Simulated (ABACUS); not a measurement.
# CoO (R3m) in ABACUS: notebook

The runs below take CoO through equation of state, with PBE.

All numbers are computed with ABACUS 3.10.1; they aren't measurements. Logs are shortened: lines on timing, memory, paths and dates and some standing lists are left out, and cuts for length are marked.

### 1 Starting point

The structure is trigonal, space group R3m (No. 160). The conventional cell has a = 3.204 Å, b = 3.204 Å, c = 7.699 Å, α = 90.00°, β = 90.00°, γ = 120.00°. Around Co (site symmetry 3m) lie 4 O at 1.91 to 1.96 Å. O (site symmetry 3m) is surrounded by 4 Co at 1.91 to 1.96 Å.

Measurements of this composition are mostly on another form, of space group No. 225.

### 2 Equation of state, PBE, collinear spin, ferromagnetic start, 10.73 Å³/atom (volume scaled by 0.94)

The input, INPUT:

```
INPUT_PARAMETERS
suffix              CoO
calculation         scf
basis_type          lcao
pseudo_dir          ./
orbital_dir         ./
symmetry            1
dft_functional      pbe
ecutwfc             100
pseudo_rcut         10
nspin               2
nbands              17
ks_solver           genelpa
smearing_method     fd
smearing_sigma      0.00367493
scf_thr             1e-07
scf_nmax            100
mixing_type         broyden
mixing_beta         0.4
cal_force           1
cal_stress          1
out_mul             1
```

The input, STRU:

```
ATOMIC_SPECIES
Co 58.9332 Co.upf
O 15.9990 O.upf

NUMERICAL_ORBITAL
Co_confined-atom_7au_3s2p2d1f.orb
O_confined-atom_6au_2s2p1d.orb

LATTICE_CONSTANT
1.8897261246

LATTICE_VECTORS
1.5695123000 0.9061583489 2.5140792326
-1.5695123000 0.9061583489 2.5140792326
0.0000000000 -1.8123166978 2.5140792326

ATOMIC_POSITIONS
Direct

Co
0.0
1
0.9989783200 0.9989783200 0.9989783200 1 1 1 mag 2

O
0.0
1
0.7510210300 0.7510210300 0.7510210300 1 1 1 mag 0
```

The input, KPT:

```
K_POINTS
0
Gamma
10 10 10 0 0 0
```

Potentials or basis: PseudoDojo NC SR 0.4.1 PBE standard, DZP LCAO (the cutoffs set its grid).

Command:

```bash
> OMP_NUM_THREADS=1 mpirun -np 4 abacus > log
```

running log:

```text
ABACUS v3.10.1

               Atomic-orbital Based Ab-initio Computation at UStc

 ------------------------------------------------------------------------------------

 READING GENERAL INFORMATION
                           global_out_dir = OUT.CoO/
                           global_in_card = INPUT
                               pseudo_dir = ./
[... 8 lines left out ...]

 READING ATOM TYPE 1
                               atom label = Co
                      L=0, number of zeta = 3
                      L=1, number of zeta = 2
                      L=2, number of zeta = 2
                      L=3, number of zeta = 1
             number of atom for this type = 1
               magnetization of element 1 = 2

 READING ATOM TYPE 2
                               atom label = O
                      L=0, number of zeta = 2
                      L=1, number of zeta = 2
                      L=2, number of zeta = 1
             number of atom for this type = 1
               magnetization of element 2 = 0

                        TOTAL ATOM NUMBER = 2
DIRECT COORDINATES
    atom                   x                   y                   z     mag                  vx                  vy                  vz
taud_Co1            0.9989783200        0.9989783200        0.9989783200  2.0000        0.0000000000        0.0000000000        0.0000000000
taud_O1            0.7510210300        0.7510210300        0.7510210300  0.0000        0.0000000000        0.0000000000        0.0000000000

                          Volume (Bohr^3) = 144.776
                             Volume (A^3) = 21.4535

 Lattice vectors: (Cartesian coordinate: in unit of a_0)
             +1.56951           +0.906158            +2.51408
             -1.56951           +0.906158            +2.51408
                   +0            -1.81232            +2.51408
 Reciprocal vectors: (Cartesian coordinate: in unit of 2 pi/a_0)
             +0.31857           +0.183927           +0.132587
             -0.31857           +0.183927           +0.132587
                   +0           -0.367853           +0.132587
 The esolver type has been set to : ksdft_lcao

                PAO radial cut off (Bohr) = 10

 Read in pseudopotential file is Co.upf
                     pseudopotential type = NC
          exchange-correlation functional = PBE
                 nonlocal core correction = 1
                        valence electrons = 17
                                     lmax = 2
                           number of zeta = 4
                     number of projectors = 6
                           L of projector = 0
[... 5 lines left out ...]
                PAO radial cut off (Bohr) = 10

 Read in pseudopotential file is O.upf
                     pseudopotential type = NC
          exchange-correlation functional = PBE
                 nonlocal core correction = 1
                        valence electrons = 6
                                     lmax = 2
                           number of zeta = 2
                     number of projectors = 5
                           L of projector = 0
                           L of projector = 0
                           L of projector = 1
                           L of projector = 1
                           L of projector = 2
     initial pseudo atomic orbital number = 14
 The readin total magnetization is 2

 SETUP THE ELECTRONS NUMBER
            electron number of element Co = 17
      total electron number of element Co = 17
             electron number of element O = 6
       total electron number of element O = 6
            AUTOSET number of electrons:  = 23
                           occupied bands = 12
                                   NLOCAL = 39
                                   NBANDS = 17
                                   NBANDS = 17
                                   NLOCAL = 39

%%%%%%%%%%%%%%%%%%%%%%%%%%%%%%%%%%%%%%%%%%%%%%%%%%%%%%%%%%%%%%%%%%%%%%%%%%%%%%%%%%%%%%%%%%%%%%%%%%%%%%%%%%
[... 52 lines left out ...]
[... 6 lines left out ...]

 SETUP SEARCHING RADIUS FOR PROGRAM TO SEARCH ADJACENT ATOMS
                  longest orb rcut (Bohr) = 7
   longest nonlocal projector rcut (Bohr) = 1.7
                     search radius (Bohr) = 17.4
              searching radius is (Bohr)) = 17.4
         searching radius unit is (Bohr)) = 1.89
                         PeriodicBoundary = 1
                        Radius(unit:lat0) = 9.21
                                   glayer = [ 5, 5, 5 ]
                             glayer_minus = [ 4, 4, 4 ]

Find the coordinate range of the input atom(unit:lat0).
                                  min_tau = [ -12.6, -14.5, -24.5 ]
                                  max_tau = [ 12.6, 14.5, 37.7 ]
                                BoxNumber = [ 9, 9, 9 ]

 SETUP EXTENDED REAL SPACE GRID FOR GRID INTEGRATION
                          real space grid = [ 40, 40, 40 ]
                 big cell numbers in grid = [ 8, 8, 8 ]
             meshcell numbers in big cell = [ 5, 5, 5 ]
                        extended fft grid = [ 12, 12, 12 ]
                dimension of extened grid = [ 33, 33, 33 ]
                            UnitCellTotal = 125
              Atom number in sub-FFT-grid = 2
    Local orbitals number in sub-FFT-grid = 39
                                ParaV.nnr = 32796
                                 init_chg = atomic

 LCAO ALGORITHM --------------- ION=   1  ELEC=   1--------------------------------
          total magnetism (Bohr mag/cell) = 2.3695
       absolute magnetism (Bohr mag/cell) = 2.36975
                        nelec for spin up = 12.6847
                      nelec for spin down = 10.3153
[... 256 lines left out ...]
 Density error is 6.47700972138e-08
----------------------------------------------------------
     Energy           Rydberg                 eV
----------------------------------------------------------
 E_KohnSham     -339.0733121447      -4613.3290848999
 E_KS(sigma->0) -339.0725501827      -4613.3187178760
 E_Harris       -339.0733129080      -4613.3290952852
 E_band         -25.1754091168       -342.5290134700
 E_one_elec     -178.7317520699      -2431.7702416744
 E_Hartree      102.5023945343       1394.6166243103
 E_xc           -64.4844435393       -877.3558644936
 E_Ewald        -198.3579871458      -2698.7988689943
 E_entropy(-TS) -0.0015239239        -0.0207340478
 E_descf        0.0000000000         0.0000000000
 E_exx          0.0000000000         0.0000000000
 E_Fermi        0.9083056556         12.3581324415
----------------------------------------------------------

 charge density convergence is achieved
 final etot is -4613.3290849 eV
 EFERMI = 12.358132442 eV

 STATE ENERGY(eV) AND OCCUPATIONS    NSPIN == 2
SPIN UP :
 1/116 kpoint (Cartesian) = 0.0000 0.0000 0.0000 (604 pws)
       1       -83.9641     0.00100000
       2       -47.3518     0.00100000
       3       -47.3196     0.00100000
       4       -47.3196     0.00100000
       5       -8.19053     0.00100000
       6        5.70363     0.00100000
[... 9 lines left out ...]
      16        26.9716        0.00000
[... 82 lines left out ...]
       4       -47.3235     0.00300000
       5       -7.48725     0.00300000
       6        4.88237     0.00300000
[... 9 lines left out ...]
      16        26.4298        0.00000
      17        26.8004        0.00000

[... levels at 226 further k points ...]

-------------------------------------------------
 Total Magnetism (uB)
-------------------------------------------------
                        Co1         2.3233284339
                         O1         0.2966011347
-------------------------------------------------

 correction force for each atom along direction 1 is -0.0701095
 correction force for each atom along direction 2 is -0.0982911
 correction force for each atom along direction 3 is -5.25068e-06
------------------------------------------------------------------------------------------
 TOTAL-FORCE (eV/Angstrom)
------------------------------------------------------------------------------------------
                       Co1         0.0000000000         0.0000000000         0.3478330811
                        O1         0.0000000000         0.0000000000        -0.3478330811
------------------------------------------------------------------------------------------

----------------------------------------------------------------
 TOTAL-STRESS (KBAR)
----------------------------------------------------------------
        74.7008084680        -0.0000000000         0.0000000000
        -0.0000000000        74.7008084682        -0.0000000000
         0.0000000000         0.0000000000       144.2644688036
----------------------------------------------------------------
 TOTAL-PRESSURE: 97.888695 KBAR

 --------------------------------------------
 !FINAL_ETOT_IS -4613.3290848998767615 eV
 --------------------------------------------
```

It took 21 s on 4 MPI ranks of AMD EPYC 7B13 (Zen 3), shared host; peak memory 0.52 GiB.

Results:

| Item | Value |
| --- | --- |
| Free energy | -4613.3291 eV |
| Pressure | 9.8 GPa |
| Largest force | 0.348 eV/Å |
| Band gap on the k mesh | none (metal or under the smearing width) |
| Net moment | 2.62 μB per cell |
| Absolute moment | 2.63 μB per cell |
| Site moments | Co +2.32; O +0.30 μB |
| Mulliken charges | Co +0.28; O -0.28 e |

Caveat: the atomic orbitals were generated for these runs and aren't a published set; Mulliken charges move with the basis; the basis of atomic orbitals isn't converged, which shifts pressures, moduli and gaps; a cell with one magnetic atom can't hold antiferromagnetic order, which such compounds often take; semilocal functionals often make such compounds metallic where correlation or magnetic order opens a gap, which also shifts bond lengths.

### 3 Equation of state, PBE, collinear spin, ferromagnetic start, 10.96 Å³/atom (volume scaled by 0.96)

INPUT is that of step 2.

STRU: that of step 2 with these lines changed.

```diff
@@ -12,5 +12,5 @@
 LATTICE_VECTORS
-1.5695123000 0.9061583489 2.5140792326
--1.5695123000 0.9061583489 2.5140792326
-0.0000000000 -1.8123166978 2.5140792326
+1.5805655677 0.9125399560 2.5317845992
+-1.5805655677 0.9125399560 2.5317845992
+0.0000000000 -1.8250799120 2.5317845992
```

KPT is that of step 2.

Potentials or basis: PseudoDojo NC SR 0.4.1 PBE standard, DZP LCAO (the cutoffs set its grid).

Command:

```bash
> OMP_NUM_THREADS=1 mpirun -np 4 abacus > log
```

It took 21 s on 4 MPI ranks of AMD EPYC 7B13 (Zen 3), shared host; peak memory 0.52 GiB.

Results (log left out):

* Free energy: -4613.3531 eV
* Pressure: 7.0 GPa
* Largest force: 0.331 eV/Å
* Band gap on the k mesh: none (metal or under the smearing width)
* Net moment: 2.74 μB per cell
* Absolute moment: 2.75 μB per cell
* Site moments: Co +2.42; O +0.32 μB
* Mulliken charges: Co +0.30; O -0.30 e

Caveat: the atomic orbitals were generated for these runs and aren't a published set; Mulliken charges move with the basis; the basis of atomic orbitals isn't converged, which shifts pressures, moduli and gaps; a cell with one magnetic atom can't hold antiferromagnetic order, which such compounds often take; semilocal functionals often make such compounds metallic where correlation or magnetic order opens a gap, which also shifts bond lengths.

### 4 Equation of state, PBE, collinear spin, ferromagnetic start, 11.18 Å³/atom (volume scaled by 0.98)

INPUT is that of step 3.

STRU: that of step 3 with these lines changed.

```diff
@@ -12,5 +12,5 @@
 LATTICE_VECTORS
-1.5805655677 0.9125399560 2.5317845992
--1.5805655677 0.9125399560 2.5317845992
-0.0000000000 -1.8250799120 2.5317845992
+1.5914663644 0.9188335339 2.5492457344
+-1.5914663644 0.9188335339 2.5492457344
+0.0000000000 -1.8376670678 2.5492457344
```

KPT is that of step 3.

Command:

```bash
> OMP_NUM_THREADS=1 mpirun -np 4 abacus > log
```

Wall time 20 s (4 MPI ranks of AMD EPYC 7B13 (Zen 3), shared host); peak memory 0.52 GiB.

Results (log left out):

```yaml
Free_energy: -4613.3689 eV
Pressure: 4.2 GPa
Largest_force: 0.312 eV/Å
Band_gap_on_the_k_mesh: none (metal or under the smearing width)
Net_moment: 2.82 μB per cell
Absolute_moment: 2.83 μB per cell
Site_moments: Co +2.49; O +0.34 μB
Mulliken_charges: Co +0.32; O -0.32 e
```

Caveat: the atomic orbitals were generated for these runs and aren't a published set; Mulliken charges move with the basis; the basis of atomic orbitals isn't converged, which shifts pressures, moduli and gaps; a cell with one magnetic atom can't hold antiferromagnetic order, which such compounds often take; semilocal functionals often make such compounds metallic where correlation or magnetic order opens a gap, which also shifts bond lengths.

### 5 Equation of state, PBE, collinear spin, ferromagnetic start, 11.41 Å³/atom

INPUT is that of step 4.

STRU: that of step 4 with these lines changed.

```diff
@@ -12,5 +12,5 @@
 LATTICE_VECTORS
-1.5914663644 0.9188335339 2.5492457344
--1.5914663644 0.9188335339 2.5492457344
-0.0000000000 -1.8376670678 2.5492457344
+1.6022198417 0.9250420569 2.5664708903
+-1.6022198417 0.9250420569 2.5664708903
+0.0000000000 -1.8500841138 2.5664708903
```

KPT is that of step 4.

Command:

```bash
> OMP_NUM_THREADS=1 mpirun -np 4 abacus > log
```

Run time: 20 s. Hardware: 4 MPI ranks of AMD EPYC 7B13 (Zen 3), shared host; peak memory 0.52 GiB.

Results (log left out):

- Free energy: -4613.3770 eV
- Pressure: 1.5 GPa
- Largest force: 0.294 eV/Å
- Band gap on the k mesh: none (metal or under the smearing width)
- Net moment: 2.88 μB per cell
- Absolute moment: 2.89 μB per cell
- Site moments: Co +2.53; O +0.35 μB
- Mulliken charges: Co +0.34; O -0.34 e

Caveat: the atomic orbitals were generated for these runs and aren't a published set; Mulliken charges move with the basis; the basis of atomic orbitals isn't converged, which shifts pressures, moduli and gaps; a cell with one magnetic atom can't hold antiferromagnetic order, which such compounds often take; semilocal functionals often make such compounds metallic where correlation or magnetic order opens a gap, which also shifts bond lengths.

### 6 Equation of state, PBE, collinear spin, ferromagnetic start, 11.64 Å³/atom (volume scaled by 1.02)

INPUT is that of step 5.

STRU: that of step 5 with these lines changed.

```diff
@@ -12,5 +12,5 @@
 LATTICE_VECTORS
-1.6022198417 0.9250420569 2.5664708903
--1.6022198417 0.9250420569 2.5664708903
-0.0000000000 -1.8500841138 2.5664708903
+1.6128308784 0.9311683418 2.5834678816
+-1.6128308784 0.9311683418 2.5834678816
+0.0000000000 -1.8623366835 2.5834678816
```

KPT is that of step 5.

Potentials or basis: PseudoDojo NC SR 0.4.1 PBE standard, DZP LCAO (the cutoffs set its grid).

Command:

```bash
> OMP_NUM_THREADS=1 mpirun -np 4 abacus > log
```

It took 18 s on 4 MPI ranks of AMD EPYC 7B13 (Zen 3), shared host; peak memory 0.52 GiB.

Results (log left out):

```
Free energy            : -4613.3775 eV
Pressure               : -1.1 GPa
Largest force          : 0.275 eV/Å
Band gap on the k mesh : none (metal or under the smearing width)
Net moment             : 2.92 μB per cell
Absolute moment        : 2.93 μB per cell
Site moments           : Co +2.57; O +0.36 μB
Mulliken charges       : Co +0.36; O -0.36 e
```

Caveat: the atomic orbitals were generated for these runs and aren't a published set; Mulliken charges move with the basis; the basis of atomic orbitals isn't converged, which shifts pressures, moduli and gaps; a cell with one magnetic atom can't hold antiferromagnetic order, which such compounds often take; semilocal functionals often make such compounds metallic where correlation or magnetic order opens a gap, which also shifts bond lengths.

### 7 Equation of state, PBE, collinear spin, ferromagnetic start, 11.87 Å³/atom (volume scaled by 1.04)

INPUT is that of step 6.

STRU: that of step 6 with these lines changed.

```diff
@@ -12,5 +12,5 @@
 LATTICE_VECTORS
-1.6128308784 0.9311683418 2.5834678816
--1.6128308784 0.9311683418 2.5834678816
-0.0000000000 -1.8623366835 2.5834678816
+1.6233040996 0.9372150589 2.6002441171
+-1.6233040996 0.9372150589 2.6002441171
+0.0000000000 -1.8744301178 2.6002441171
```

KPT is that of step 6.

Command:

```bash
> OMP_NUM_THREADS=1 mpirun -np 4 abacus > log
```

Run time: 18 s. Hardware: 4 MPI ranks of AMD EPYC 7B13 (Zen 3), shared host; peak memory 0.48 GiB.

It converged, with:

| Quantity | Value |
| --- | --- |
| Free energy | -4613.3708 eV |
| Pressure | -3.5 GPa |
| Largest force | 0.253 eV/Å |
| Band gap on the k mesh | none (metal or under the smearing width) |
| Net moment | 2.95 μB per cell |
| Absolute moment | 2.96 μB per cell |
| Site moments | Co +2.59; O +0.36 μB |
| Mulliken charges | Co +0.37; O -0.37 e |

Caveat: the atomic orbitals were generated for these runs and aren't a published set; Mulliken charges move with the basis; the basis of atomic orbitals isn't converged, which shifts pressures, moduli and gaps; a cell with one magnetic atom can't hold antiferromagnetic order, which such compounds often take; semilocal functionals often make such compounds metallic where correlation or magnetic order opens a gap, which also shifts bond lengths.

### 8 Equation of state, PBE, collinear spin, ferromagnetic start, 12.10 Å³/atom (volume scaled by 1.06)

INPUT is that of step 7.

STRU: that of step 7 with these lines changed.

```diff
@@ -12,5 +12,5 @@
 LATTICE_VECTORS
-1.6233040996 0.9372150589 2.6002441171
--1.6233040996 0.9372150589 2.6002441171
-0.0000000000 -1.8744301178 2.6002441171
+1.6336438949 0.9431847425 2.6168066281
+-1.6336438949 0.9431847425 2.6168066281
+0.0000000000 -1.8863694850 2.6168066281
```

KPT is that of step 7.

Command:

```bash
> OMP_NUM_THREADS=1 mpirun -np 4 abacus > log
```

Run time: 18 s. Hardware: 4 MPI ranks of AMD EPYC 7B13 (Zen 3), shared host; peak memory 0.48 GiB.

It converged, with:

| Quantity | Value |
| --- | --- |
| Free energy | -4613.3577 eV |
| Pressure | -5.7 GPa |
| Largest force | 0.231 eV/Å |
| Band gap on the k mesh | none (metal or under the smearing width) |
| Net moment | 2.97 μB per cell |
| Absolute moment | 2.98 μB per cell |
| Site moments | Co +2.61; O +0.36 μB |
| Mulliken charges | Co +0.39; O -0.39 e |

Caveat: the atomic orbitals were generated for these runs and aren't a published set; Mulliken charges move with the basis; the basis of atomic orbitals isn't converged, which shifts pressures, moduli and gaps; a cell with one magnetic atom can't hold antiferromagnetic order, which such compounds often take; semilocal functionals often make such compounds metallic where correlation or magnetic order opens a gap, which also shifts bond lengths.

### 9 Equation of state, PBE, collinear spin, ferromagnetic start

Potentials or basis: PseudoDojo NC SR 0.4.1 PBE standard, DZP LCAO (the cutoffs set its grid).

No new run: the results of the series are fitted here.

What came out:

```
Equilibrium volume                        : 11.54 Å³/atom (rough: see the caveat)
Bulk modulus at fixed shape and positions : 129 GPa (rough)
```

Energy against volume, from the lowest point:
```tsv
volume (Å³/atom)	energy (meV/atom)
10.727	24.22
10.955	12.23
11.183	4.29
11.411	0.24
11.640	0.00
11.868	3.35
12.096	9.90
```

Caveat: the atomic orbitals were generated for these runs and aren't a published set; the fit is doubtful: noisy points or a state that changes with volume; the cell was scaled at fixed shape and fractional positions, which overstates the stiffness of a crystal with free parameters, most of all of layers and chains; the basis of atomic orbitals isn't converged, which shifts pressures, moduli and gaps.
